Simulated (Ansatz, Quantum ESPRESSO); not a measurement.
## KBr (Pm-3m): the LO frequency by hand

Aim: work out the LO frequency and the static dielectric constant of KBr (Pm-3m) from one linear-response run, then check them.

Method: DFT LDA, scalar-relativistic, plane waves, JTH PAW pseudopotentials, in Quantum ESPRESSO 7.5.

### Step 1. The relaxed structure

Symmetry: Pm-3m, No. 221, cubic system. The conventional cell has a = 3.833 Å, b = 3.833 Å, c = 3.833 Å, α = 90.00°, β = 90.00°, γ = 90.00°. Nearest to K lie 8 Br at 3.32 Å. Br has 8 K at 3.32 Å nearest. Farther neighbours and most contacts between anions are not listed.

This is the cell after its relaxation at this level of theory, not the database cell from which that began.

### Step 2. What the response run gave

A linear-response run on the relaxed cell, with the response to an electric field; only its zone-centre results are used. Cutoff 40 Ry, k mesh 6×6×6.

Output:

```text
[banners, grids, parts of the stress and lines that vanish by symmetry left out]
Program PHONON v.7.5
     Reading xml data from directory:

[...]
Exchange-correlation= PW
                           (   1   4   0   0   0   0   0)
[...]
(   4 q-points):
[...]
kinetic-energy cut-off    =      40.0000  Ry
     charge density cut-off    =     200.0000  Ry
     convergence threshold     =      1.0E-18
[...]
Exchange-correlation= PW
                           (   1   4   0   0   0   0   0)
[...]
q = (   0.0000000   0.0000000   0.0000000 )
     49 Sym.Ops. (with q -> -q+G )
     G cutoff =  265.7521  (  18037 G-vectors)     FFT grid: ( 36, 36, 36)
     G cutoff =  212.6017  (  13037 G-vectors)  smooth grid: ( 30, 30, 30)
     number of k points=    20
[...]
Mode symmetry, O_h (m-3m)  point group:
[...]
Dielectric constant
[...]
End of electric fields calculation
          Dielectric constant in cartesian axis
          (       3.147080664       0.000000000       0.000000000 )
          (       0.000000000       3.147080664       0.000000000 )
          (       0.000000000       0.000000000       3.147080664 )
          Effective charges (d Force / dE) in cartesian axis without acoustic sum rule applied (asr)
           atom    1  K     Mean Z*:        1.19606
      Ex  (        1.19606        0.00000        0.00000 )
      Ey  (        0.00000        1.19606        0.00000 )
      Ez  (        0.00000        0.00000        1.19606 )
           atom    2  Br    Mean Z*:       -1.20316
      Ex  (       -1.20316        0.00000        0.00000 )
      Ey  (        0.00000       -1.20316        0.00000 )
      Ez  (        0.00000        0.00000       -1.20316 )
          Effective charges Sum: Mean:       -0.00710
[...]
Effective charges (d Force / dE) in cartesian axis with asr applied:
           atom    1  K     Mean Z*:        1.19961
[...]
atom    2  Br    Mean Z*:       -1.19961
[...]
Representation #   1 modes #   1   2   3
[...]
End of self-consistent calculation
     Convergence has been achieved
     Representation #   2 modes #   4   5   6
[...]
End of self-consistent calculation
     Convergence has been achieved
[...]
Dielectric constant in cartesian axis
          (       3.147080664       0.000000000       0.000000000 )
          (       0.000000000       3.147080664       0.000000000 )
          (       0.000000000       0.000000000       3.147080664 )
          Effective charges (d Force / dE) in cartesian axis without acoustic sum rule applied (asr)
[...]
End of self-consistent calculation
     Convergence has been achieved
     Representation #   3 mode #   4
[...]
Convergence has been achieved
     Representation #   4 modes #   5   6
[...]
Convergence has been achieved
[...]
q = (    0.000000000   0.000000000  -0.500000000 )
[...]
freq (    1) =       1.732553 [THz] =      57.791750 [cm-1]
     freq (    2) =       1.732553 [THz] =      57.791750 [cm-1]
     freq (    3) =       2.443003 [THz] =      81.489805 [cm-1]
     freq (    4) =       2.443003 [THz] =      81.489805 [cm-1]
     freq (    5) =       3.314497 [THz] =     110.559703 [cm-1]
     freq (    6) =       4.706465 [THz] =     156.990761 [cm-1]
[...]
Mode symmetry, D_4h(4/mmm) point group:
     freq (   1-   2) =         57.8  [cm-1]   --> E_g  X_5  M_5
     freq (   3-   4) =         81.5  [cm-1]   --> E_u  X_5' M_5'
     freq (   5-   5) =        110.6  [cm-1]   --> A_1g X_1  M_1
     freq (   6-   6) =        157.0  [cm-1]   --> A_2u X_4' M_4'
[...]
Mode symmetry, D_4h(4/mmm) point group:
[...]
Representation #   1 mode #   1
[...]
Convergence has been achieved
     Representation #   2 mode #   2
[...]
Convergence has been achieved
     Representation #   3 modes #   3   4
[...]
Convergence has been achieved
     Representation #   4 modes #   5   6
[...]
Convergence has been achieved
[...]
q = (    0.000000000  -0.500000000  -0.500000000 )
[...]
freq (    1) =       1.479332 [THz] =      49.345209 [cm-1]
     freq (    2) =       2.285172 [THz] =      76.225123 [cm-1]
     freq (    3) =       2.564151 [THz] =      85.530886 [cm-1]
     freq (    4) =       2.564151 [THz] =      85.530886 [cm-1]
     freq (    5) =       3.905883 [THz] =     130.286237 [cm-1]
     freq (    6) =       3.905883 [THz] =     130.286237 [cm-1]
[...]
Mode symmetry, D_4h(4/mmm) point group:
     freq (   1-   1) =         49.3  [cm-1]   --> B_1u X_2' M_2'
     freq (   2-   2) =         76.2  [cm-1]   --> A_2u X_4' M_4'
     freq (   3-   4) =         85.5  [cm-1]   --> E_u  X_5' M_5'
     freq (   5-   6) =        130.3  [cm-1]   --> E_u  X_5' M_5'
[...]
Mode symmetry, O_h (m-3m)  point group:
[...]
Representation #   1 modes #   1   2   3
[...]
End of self-consistent calculation
     Convergence has been achieved
     Representation #   2 modes #   4   5   6
[...]
End of self-consistent calculation
     Convergence has been achieved
[...]
q = (   -0.500000000  -0.500000000  -0.500000000 )
[...]
freq (    1) =       2.892522 [THz] =      96.484164 [cm-1]
     freq (    2) =       2.892522 [THz] =      96.484164 [cm-1]
     freq (    3) =       2.892522 [THz] =      96.484164 [cm-1]
     freq (    4) =       3.527656 [THz] =     117.669948 [cm-1]
     freq (    5) =       3.527656 [THz] =     117.669948 [cm-1]
     freq (    6) =       3.527656 [THz] =     117.669948 [cm-1]
[...]
Mode symmetry, O_h (m-3m)  point group:
     freq (   1-   3) =         96.5  [cm-1]   --> T_2g G_25' G_5+
     freq (   4-   6) =        117.7  [cm-1]   --> T_1u G_15  G_4-

   JOB DONE.
```

| quantity | value |
| --- | --- |
| cell volume Ω (Å³) | 56.301 |
| mass of K (u) | 39.098 |
| mass of Br (u) | 79.904 |
| Born charge of K, raw (e) | 1.196 |
| Born charge of Br, raw (e) | -1.203 |
| ε∞ | 3.147 |
| ω(TO) after the sum rule (cm⁻¹) | 106.3 |

### Step 3. The calculation

The charges must sum to zero over the cell; taking off their mean, -0.004 e, leaves Z* = 1.200 e on K. In the polar mode K moves against Br, so the reduced mass is μ = 39.10 × 79.90 / 119.00 = 26.253 u.

A longitudinal wave builds up a field that adds to the restoring force: ω(LO)² = ω(TO)² + 4π Z*² / (μ Ω ε∞), in Hartree atomic units. With μ = 47855 electron masses and Ω = 379.94 bohr³ the second term is 3.1606e-07 Ha², or 15224 cm⁻² (1 Ha = 219474.6 cm⁻¹).

So ω(LO) = √(11291 + 15224) = 162.8 cm⁻¹, and by the Lyddane-Sachs-Teller relation ε₀ = ε∞ (ω(LO)/ω(TO))² = 7.39.

### Step 4. Check against the program

The analysis program adds the same non-analytic term to the full matrix, here for q along (1 0 0).

Output:

```text
[banner, memory and clock lines left out]
Program DYNMAT v.7.5

     Reading Dynamical Matrix from file x.dyn1
     ...Force constants read
     ...epsilon and Z* read

     Polarizability (A^3 units)
     multiply by 0.582855 for Clausius-Mossotti correction
         9.619478    0.000000    0.000000
         0.000000    9.619478    0.000000
         0.000000    0.000000    9.619478

     IR activities are in (D/A)^2/amu units

# mode   [cm-1]    [THz]      IR
    1     -0.00   -0.0000    0.0000
    2     -0.00   -0.0000    0.0000
    3      0.00    0.0000    0.0000
    4    106.26    3.1856    1.2647
    5    106.26    3.1856    1.2647
    6    162.83    4.8816    1.2647
```

ε₀ comes from the program's run without a direction of q.

| quantity | by hand | program |
| --- | --- | --- |
| ω(LO) (cm⁻¹) | 162.8 | 162.8 |
| ε₀ | 7.39 | 7.39 |

### Step 5. Summary of results

```yaml
to_mode: 106.3 cm⁻¹
lo_mode: 162.8 cm⁻¹
static_dielectric_constant: 7.390
```

What this shows: The LO mode of KBr (Pm-3m) lies at 163 cm⁻¹, 57 cm⁻¹ above the TO mode; the formula meets the program within 0.1 cm⁻¹, as it must for a cubic crystal with one polar mode. ω(LO)² − ω(TO)² goes with Z*²/ε∞: an error of 5 % in ε∞ would move the LO mode by 2.2 cm⁻¹, and semilocal functionals tend to overestimate ε∞. These are harmonic values at zero temperature, at the volume of this functional, for the structure held cubic; stability elsewhere in the zone is no part of this calculation.

[Host names and launcher messages were left out of these logs when they were recorded.]

[Logs are printed without paths, hosts, clocks, repeated set-up lines and the standing remarks that a program may print on its own settings, such as how far it seeks lower states.]

[Hosts, paths, dates, database ids (printed as entryN), source tags and the programs' standing remarks are cut or masked in the printed files.]
